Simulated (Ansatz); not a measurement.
# CdF2: the cost of one run

Method: DFT PBE, scalar-relativistic, plane waves, PAW, in Ansatz 0.2.0.

**1. The system as given**

Symmetry: Fm-3m, No. 225, cubic system. The conventional cell has a = 5.388 Å, b = 5.388 Å, c = 5.388 Å, α = 90.00°, β = 90.00°, γ = 90.00°. Cd (site symmetry m-3m) is surrounded by 8 F at 2.33 Å. F (site symmetry -43m) has 4 Cd at 2.33 Å in its first shell of neighbours.

Structure file:

```
Cd F
1.0
     0.00000    2.69400    2.69400
     2.69400    0.00000    2.69400
     2.69400    2.69400    0.00000
Cd F
1 2
Direct
  0.00000 0.00000 0.00000
  0.25000 0.25000 0.25000
  0.75000 0.75000 0.75000
```

No relaxation comes first: the listed cell is the starting point.

**2. Zero of energy**

The reference gives a free energy of -9872.1355 eV, pressure 5.46 GPa, largest force 0.000 eV/Å and gap on the mesh 3.10 eV. It was computed beforehand with the settings of the runs below.

**3. Next: an energy map of one atom**

Atom 1 (Cd) is moved by p along (0.000, 1.000, 0.000) and q along (0.000, 0.000, 1.000) (Å), all else fixed; its images in the other cells move with it. Points alike by symmetry are run once.

**4. Point p = -0.600, q = -0.600**

Input file input.yaml:

```yaml
crystal:
  lattice:
    - [0.0, 2.694, 2.694]
    - [2.694, 0.0, 2.694]
    - [2.694, 2.694, 0.0]
  atoms:
    - { symbol: Cd, position: [-0.2227171492, 0.0, 0.0] }
    - { symbol: F, position: [0.25, 0.25, 0.25] }
    - { symbol: F, position: [0.75, 0.75, 0.75] }
basis:
  ecutwfc: 420
kpoints:
  mp_grid: { grid: [8, 8, 8] }
hamiltonian:
  xc: pbe
scf:
  occupations: { method: gaussian, width: 0.05 }
output:
  forces: true
  stress: true
  eigenvalues: true
```

The run is started by

```bash
$ ansatz run input.yaml --threads 1 --pin off --max-ram 2560MiB --backend cpu --events-out ev --progress --plain --runs-dir out
```

Q: Estimate wall time and peak memory on 1 thread of Arm Neoverse V1, shared host.

About 6.1 s, with a peak of 0.35 GiB.
